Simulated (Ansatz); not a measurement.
## V_Al-H in Al2O3 (R-3c): charge-transition levels and formation energies

Wanted: the transition levels of a complex in Al2O3 (R-3c), from a cell of 80 host atoms with 1 Al taken out and 1 H put in.

Program: Ansatz 0.2.0. Level of theory: place-levels on PBEsol runs: charge-transition levels and formation energies with image-charge correction and potential alignment at the atomic sites. Results are calculated unless marked as measured.

The experiments to compare with:

“Multi-petahertz electron interference in Cr:Al2O3 solid-state material” (2018, pmc:5906618) quotes from earlier work for Al2O3, alpha (corundum) (high-purity reference sample): band gap (optical band gap of host from absorption) 8.7 eV [literature value quoted for a high-purity sample; optical absorption edge, temperature …].

**1. Starting point**

The cell holds 80 atoms: 31 Al, 48 O and 1 H. Cell: a = 10.280 Å, b = 10.280 Å, c = 10.280 Å, α = 55.3°, β = 55.3°, γ = 55.3°. It derives from Al2O3 (space group R-3c). Nearest the centre at fractional (0.426, 0.426, 0.426): H80 at 0.87 Å, O25 at 1.86 Å, O19 at 1.86 Å, O48 at 1.86 Å, O17 at 1.97 Å, O24 at 1.97 Å, O46 at 1.97 Å, Al1 at 2.66 Å.

Screening for the image-charge correction: ε∞ = (3.30, 3.30, 3.26), ε0 = (9.72, 9.72, 11.81), computed on the host (DFPT, PBEsol).

The cell's shortest repeat is 9.5 Å.

**2. The runs of each charge state**

A transition level is the Fermi level at which two charge states cost the same, so each charge needs its own total energy, at its own relaxed structure.

Each atom starts 0.05 Å or so off its site in a random direction. Forces are taken at one point at (¼, ¼, ¼). The cell holds 2 electrons more than the neutral one, with a uniform background that keeps it neutral on the whole.

The sampling was tested on the host first: at the k-points planned (1x1x1 shifted 0.25 0.25 0.25) its energy lies 0.004 eV an atom from the dense-mesh value, under the bound of 0.02 eV set for this test; that bounds the host's error, not the defect's.

One state's input; the others differ in charge, spin, start and seed, and in occupations where the table says so.

Input file qm2.relax/input.yaml:

```yaml
crystal:
  lattice:
    - [4.77386743, 2.75619364, 8.67653806]
    - [-4.77386743, 2.75619364, 8.67653806]
    - [0.0, -5.51238729, 8.67653806]
  atoms:
    - { symbol: Al, position: [0.32396044, 0.32396044, 0.32396044] }
    - { symbol: Al, position: [0.07396044, 0.07396044, 0.07396044] }
[... 7 atom lines left out ...]
    - { symbol: Al, position: [0.32396044, 0.32396044, 0.82396044] }
[... 4 atom lines left out ...]
    - { symbol: O, position: [0.47207012, 0.125, 0.77792988] }
[... 1 atom line left out ...]
    - { symbol: O, position: [0.375, 0.22207012, 0.52792988] }
[... 1 atom line left out ...]
    - { symbol: O, position: [0.27792988, 0.47207012, 0.625] }
    - { symbol: Al, position: [0.32396044, 0.82396044, 0.32396044] }
[... 3 atom lines left out ...]
    - { symbol: O, position: [0.22207012, 0.52792988, 0.375] }
    - { symbol: O, position: [0.47207012, 0.625, 0.27792988] }
[... 2 atom lines left out ...]
    - { symbol: O, position: [0.125, 0.77792988, 0.47207012] }
[... 3 atom lines left out ...]
    - { symbol: Al, position: [0.07396044, 0.57396044, 0.57396044] }
[... 4 atom lines left out ...]
    - { symbol: O, position: [0.375, 0.72207012, 0.52792988] }
[... 2 atom lines left out ...]
    - { symbol: Al, position: [0.82396044, 0.32396044, 0.32396044] }
[... 5 atom lines left out ...]
    - { symbol: O, position: [0.52792988, 0.375, 0.22207012] }
[... 1 atom line left out ...]
    - { symbol: O, position: [0.625, 0.27792988, 0.47207012] }
    - { symbol: O, position: [0.77792988, 0.47207012, 0.125] }
[... 2 atom lines left out ...]
    - { symbol: Al, position: [0.57396044, 0.07396044, 0.57396044] }
[... 3 atom lines left out ...]
    - { symbol: O, position: [0.52792988, 0.375, 0.72207012] }
[... 5 atom lines left out ...]
    - { symbol: Al, position: [0.57396044, 0.57396044, 0.07396044] }
[... 1 atom line left out ...]
    - { symbol: O, position: [0.72207012, 0.52792988, 0.375] }
[... 15 atom lines left out ...]
    - { symbol: H, position: [0.518791, 0.357068, 0.447435] }
  host:
    repeats: [2, 2, 2]
    atoms:
      - { symbol: Al, position: [0.64792089, 0.64792089, 0.64792089] }
      - { symbol: Al, position: [0.85207911, 0.85207911, 0.85207911] }
      # ... 8 more atoms of the perfect host
total_charge: -2
basis:
  ecutwfc: 420
  xc_grid: 2
hamiltonian:
  xc: pbesol
kpoints:
  mp_grid: { grid: [1, 1, 1], shift: [0.25, 0.25, 0.25] }
scf:
  occupations: { method: fixed }
  max_iter: 80
output:
  forces: true
  charged_corrections:
    epsilon: [3.3, 3.3, 3.26]
    static_epsilon: [9.72, 9.72, 11.81]
    defect_position: [0.426048, 0.426048, 0.426048]
relax:
  f_tol: 0.02
  max_steps: 80
  random_displacement: { amplitude: 0.05, seed: 6040 }
checkpoint:
  write: "../qm2.relax.run"
  compress: false
  write_wavefunctions: true
  write_every: 100000
```

The run is started by

```console
> ansatz run input.yaml --threads 8 --pin off --max-ram 22609MiB --backend cpu --events-out ev --progress --plain --runs-dir out
```

The relaxed structure is kept and the sampling changed to a 2×2×2 shifted mesh.

The run of this state that the levels use, under PBEsol:

Input file qm2.point/input.yaml:

```yaml
crystal:
  checkpoint: "../qm2.relax.run"
  host: checkpoint
total_charge: -2
basis:
  ecutwfc: 420
  xc_grid: 2
hamiltonian:
  xc: pbesol
kpoints:
  mp_grid: { grid: [2, 2, 2], shift: [0.5, 0.5, 0.5] }
scf:
  occupations: { method: fermi_dirac, width: 0.01 }
  max_iter: 80
output:
  forces: true
  eigenvalues: true
  charged_corrections:
    epsilon: [3.3, 3.3, 3.26]
    static_epsilon: [9.72, 9.72, 11.81]
    defect_position: [0.426048, 0.426048, 0.426048]
  eigenstates: { localisation: true }
  populations: true
checkpoint:
  read: "../qm2.relax.run"
  write: "../qm2.point.run"
  compress: false
  write_wavefunctions: false
  write_every: 100000
```

Relaxations under PBEsol at one point at (¼, ¼, ¼); times on 8 threads of Arm Neoverse V2, shared host:

```csv
charge,moment (μB),occupations,outcome,steps,largest displacement against the far atoms (Å),time
−2,0,fixed,converged,8,0.40,44 s
−2,2,fixed,converged,7,0.39,1.8 min
−1,1,fixed,converged,8,0.38,2 min
0,0,fixed,converged,7,0.38,51 s
0,2,fixed,converged,11,0.39,2.9 min
+1,1,fixed,converged,11,0.39,2.7 min
```

Single points under PBEsol at a 2×2×2 shifted mesh; times on 8 threads of Arm Neoverse V2, shared host:

```csv
charge,moment (μB),occupations,outcome,time
−2,0,fermi-dirac,converged,35 s
−2,2,fermi-dirac,converged,1.7 min
−1,1,fermi-dirac,converged,1.7 min
0,0,fermi-dirac,converged,40 s
0,2,fermi-dirac,converged,1.9 min
+1,1,fermi-dirac,converged,1.7 min
```

Distances (Å) from the ideal centre to the nearest atoms after relaxation with PBEsol:

```csv
charge,moment (μB),1.,2.,3.,4.,5.,6.
−2,0,H 1.02,O 1.87,O 1.97,O 1.97,O 2.11,O 2.12
−2,2,H 1.03,O 1.88,O 1.97,O 1.97,O 2.11,O 2.11
−1,1,H 1.03,O 1.89,O 1.97,O 1.98,O 2.11,O 2.11
0,0,H 1.03,O 1.88,O 1.98,O 1.99,O 2.10,O 2.12
0,2,H 1.03,O 1.88,O 1.97,O 1.98,O 2.11,O 2.12
+1,1,H 1.04,O 1.88,O 1.97,O 2.01,O 2.12,O 2.13
```

**3. place-levels, PBEsol**

A charged cell interacts with its images and the background, and its potential has another zero than the host's. place-levels removes the first by a point-charge model, screened by the static dielectric constant since the ions have relaxed around the charge, and the second by comparing potentials at atoms far from the defect.

The host is a run of the defect-free crystal in the same cutoffs, grids and k-points, so that basis and sampling errors cancel in part in the differences. The host is run in a cell of 10 atoms on a matching mesh. Its band edges are searched through the zone by a band path, so the gap is smaller than, or equal to, that on the mesh. Chemical potentials are energies per atom of Al (fcc) and H (H2 molecule), run with the same functional and cutoff.

Input file levels.point.yaml:

```yaml
host:
  run: host.point.run
states: [qm2.point.run, qm2_M2.point.run, qm1_M1.point.run, q0.point.run, q0_M2.point.run, qp1_M1.point.run]
geometry_from:
  qm2.point.run: qm2.relax.run
  qm2_M2.point.run: qm2_M2.relax.run
  qm1_M1.point.run: qm1_M1.relax.run
  q0.point.run: q0.relax.run
  q0_M2.point.run: q0_M2.relax.run
  qp1_M1.point.run: qp1_M1.relax.run
  host.point.run: host.relax.run
chemical_potentials:
  Al:
    energy: -524.553864
    dataset: <sha256 of the dataset>
  H:
    energy: -15.609288
    dataset: "<sha256 of the dataset>"
epsilon: [3.3, 3.3, 3.26]
static_epsilon: [9.72, 9.72, 11.81]
vertical:
  - { from: qm2.point.run, to: qm2.point_neutral.run }
  - { from: qm2_M2.point.run, to: qm2_M2.point_neutral.run }
  - { from: qm1_M1.point.run, to: qm1_M1.point_neutral.run }
  - { from: qp1_M1.point.run, to: qp1_M1.point_neutral.run }
```

The run is started by

```console
> ansatz place-levels levels.point.yaml -- --threads 8 --pin off --max-ram 22609MiB
```

Numbers of over 12 decimals in the logs are rounded to 6 here.

What it wrote:

```text
[... repeated set-up lines and file paths are left out, and long positions are rounded to six places ...]
(+1/0) 0.014 eV beneath the valence edge, in the valence band
(0/-1) 0.555 eV above the valence edge, 5.475 eV under the conduction edge
(-1/-2) 1.161 eV above the valence edge, 4.869 eV under the conduction edge
formation energy of charge +1: +9.316 eV with the Fermi level at the valence edge
formation energy of charge 0: +9.301 eV with the Fermi level at the valence edge
formation energy of charge -1: +9.857 eV with the Fermi level at the valence edge
formation energy of charge -2: +11.017 eV with the Fermi level at the valence edge
vertical -2 to 0: no energy, since no alignment is typed
  the change from vertical[0].from (qm2.point.run) to vertical[0].to (qm2.point_neutral.run): by its potential at epsilon [3.3, 3.3, 3.26] it stands at 0.372 0.502 0.392, with an rms radius of about 3.9 Å (2.1 2.1 2.5 Å across the planes of the cell's [...]
vertical -2 to 0: no energy, since no alignment is typed
  the change from vertical[1].from (qm2_M2.point.run) to vertical[1].to (qm2_M2.point_neutral.run): by its potential at epsilon [3.3, 3.3, 3.26] it stands at 0.401 0.509 0.410, with an rms radius of about 5.1 Å (2.8 2.8 3.1 Å across the planes of the cell's [...]
vertical -1 to 0: no energy, since no alignment is typed
  the change from vertical[2].from (qm1_M1.point.run) to vertical[2].to (qm1_M1.point_neutral.run): by its potential at epsilon [3.3, 3.3, 3.26] it stands at 0.376 0.513 0.362, with an rms radius of about 4.2 Å (2.3 2.2 2.7 Å across the planes of the cell's [...]
vertical +1 to 0: no energy, since no alignment is typed
  the change from vertical[3].from (qp1_M1.point.run) to vertical[3].to (qp1_M1.point_neutral.run): by its potential at epsilon [3.3, 3.3, 3.26] it stands at 0.413 0.464 0.341, with an rms radius of about 3.4 Å (1.8 1.9 2.1 Å across the planes of the cell's [...]
  edges by pbesol, gap 6.030 eV; the host is sampled to repeats of 19.10 Å
  the defect's cells are sampled to repeats of 19.10 Å, like sampling
  charge +1: -43320.0644 eV with its correction of -0.106 eV, at epsilon [9.72, 9.72, 11.81], aligned at sites: -0.3331 eV, mean over 29 atomic sites at or beyond 4.77 Å from the defect at [0.4260, 0.4260, 0.4260], with +0.000000 for the charge's moments and [...]
  charge 0: +0.000 eV for its dipole among its images, +0.000 omitted
  states[4] (q0_M2.point.run): levels filled in part (TS 0.005 eV): its energy is of no whole electron's
  charge -1: -43304.4432 eV with its correction of +0.488 eV, at epsilon [9.72, 9.72, 11.81], aligned at sites: -0.2609 eV, mean over 29 atomic sites at or beyond 4.77 Å from the defect at [0.4260, 0.4260, 0.4260], with +0.000274 for the charge's moments and [...]
  states[2] (qm1_M1.point.run): levels filled in part (TS 0.005 eV): its energy is of no whole electron's
  charge -2: -43295.7423 eV with its correction of +1.379 eV, at epsilon [9.72, 9.72, 11.81], aligned at sites: -0.2346 eV, mean over 29 atomic sites at or beyond 4.77 Å from the defect at [0.4260, 0.4260, 0.4260], with +0.000000 for the charge's moments and [...]
  charge 0: states[3] (q0.point.run) stands 0.148 eV higher, with a moment of 0.00 μB against 2.00
  states[3] (q0.point.run): levels filled in part (TS 0.010 eV): its energy is of no whole electron's
  charge -2: states[1] (qm2_M2.point.run) stands 6.366 eV higher, with a moment of 2.00 μB against 0.00
  states[1] (qm2_M2.point.run): levels filled in part (TS 0.004 eV): its energy is of no whole electron's
  of states[5] (qp1_M1.point.run): it parts from the run at its places by a charge that spreads by about 2.1 Å along one vector (1.4 Å or more is wide), by its potential at epsilon [3.3, 3.3, 3.26], taken for that of held ions (one typed too small widens it), [...]
  of states[4] (q0_M2.point.run): its displacements don't fall off away from the defect: farther atoms stand 0.011 Å off the host's places. [...]
  of states[2] (qm1_M1.point.run): it parts from the run at its places by a charge that spreads by about 2.7 Å along one vector (1.4 Å or more is wide), by its potential at epsilon [3.3, 3.3, 3.26], taken for that of held ions (one typed too small widens it), [...]
  of states[0] (qm2.point.run): it parts from the run at its places by a charge that spreads by about 2.5 Å along one vector (1.4 Å or more is wide), by its potential at epsilon [3.3, 3.3, 3.26], taken for that of held ions (one typed too small widens it), [...]
  of states[3] (q0.point.run): its displacements don't fall off away from the defect: farther atoms stand 0.013 Å off the host's places. [...]
  of states[1] (qm2_M2.point.run): it parts from the run at its places by a charge that spreads by about 3.1 Å along one vector (1.4 Å or more is wide), by its potential at epsilon [3.3, 3.3, 3.26], taken for that of held ions (one typed too small widens it), [...]
  of vertical[0].from (qm2.point.run): its displacements don't fall off away from the defect: farther atoms stand 0.017 Å off the host's places. [...]
  vertical[0].to (qm2.point_neutral.run): levels filled in part (TS 0.017 eV): its energy is of no whole electron's
  of vertical[0].to (qm2.point_neutral.run): its displacements don't fall off away from the defect: farther atoms stand 0.017 Å off the host's places. [...]
  vertical[1].from (qm2_M2.point.run): levels filled in part (TS 0.004 eV): its energy is of no whole electron's
  of vertical[1].from (qm2_M2.point.run): its displacements don't fall off away from the defect: farther atoms stand 0.013 Å off the host's places. [...]
  vertical[1].to (qm2_M2.point_neutral.run): levels filled in part (TS 0.012 eV): its energy is of no whole electron's
  of vertical[1].to (qm2_M2.point_neutral.run): its displacements don't fall off away from the defect: farther atoms stand 0.013 Å off the host's places. [...]
  vertical[2].from (qm1_M1.point.run): levels filled in part (TS 0.005 eV): its energy is of no whole electron's
  of vertical[2].from (qm1_M1.point.run): its displacements don't fall off away from the defect: farther atoms stand 0.013 Å off the host's places. [...]
  vertical[2].to (qm1_M1.point_neutral.run): levels filled in part (TS 0.012 eV): its energy is of no whole electron's
  of vertical[2].to (qm1_M1.point_neutral.run): its displacements don't fall off away from the defect: farther atoms stand 0.013 Å off the host's places. [...]
  of vertical[3].from (qp1_M1.point.run): its displacements don't fall off away from the defect: farther atoms stand 0.013 Å off the host's places. [...]
  vertical[3].to (qp1_M1.point_neutral.run): levels filled in part (TS 0.011 eV): its energy is of no whole electron's
  of vertical[3].to (qp1_M1.point_neutral.run): its displacements don't fall off away from the defect: farther atoms stand 0.013 Å off the host's places. [...]
```

It took 0.63 s on 8 threads of Arm Neoverse V2, shared host.

(Continued in part 2 of 2.)

[Logs are printed without paths, hosts, clocks, repeated set-up lines and the standing remarks that a program may print on its own settings, such as how far it seeks lower states.]

[Hosts, paths, dates, database ids (printed as entryN), source tags and the programs' standing remarks are cut or masked in the printed files.]

[Where a table of states has a column of steps, it counts the stored structures, which are thinned; the runs took as many ionic steps or more.]

[A defect's name tells the site on which it was built; relaxed atoms can leave that site.]

[For some hosts the program warned that the k-mesh of the response run may be too coarse for force constants and the static dielectric constant; such warnings are not shown here.]
